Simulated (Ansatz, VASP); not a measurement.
# Two plane-wave programs on ZnCu

```
Zn Cu
1.0
     2.94500    0.00000    0.00000
     0.00000    2.94500    0.00000
     0.00000    0.00000    2.94500
Zn Cu
1 1
Direct
  0.50000 0.50000 0.50000
  0.00000 0.00000 0.00000
```

Alike in both runs: task electric field gradients; functional PBE; k mesh 14 × 14 × 14; occupations fermi-dirac, width 0.08 eV; no spin polarisation.

```csv
,VASP,Ansatz
version,VASP 6.6.1,Ansatz 0.2.0
potentials or method,"VASP PAW PBE potentials, release 64 (Zn, Cu)","PAW with Ansatz's default frozen-core files, scalar-relativistic"
plane-wave cutoff (eV),520,500
valence electrons in the cell,23,31
```

Ansatz gave:

* pressure (GPa): 2.2
* Vzz of the field gradient on the site that differs most (V/Å²): 0.0

Q: What did VASP give for the same quantities?

A: Pressure (GPa): 2.8; Vzz of the field gradient on the site that differs most (V/Å²): 0.0.

The two sets of potentials don't hold the same shells in valence.
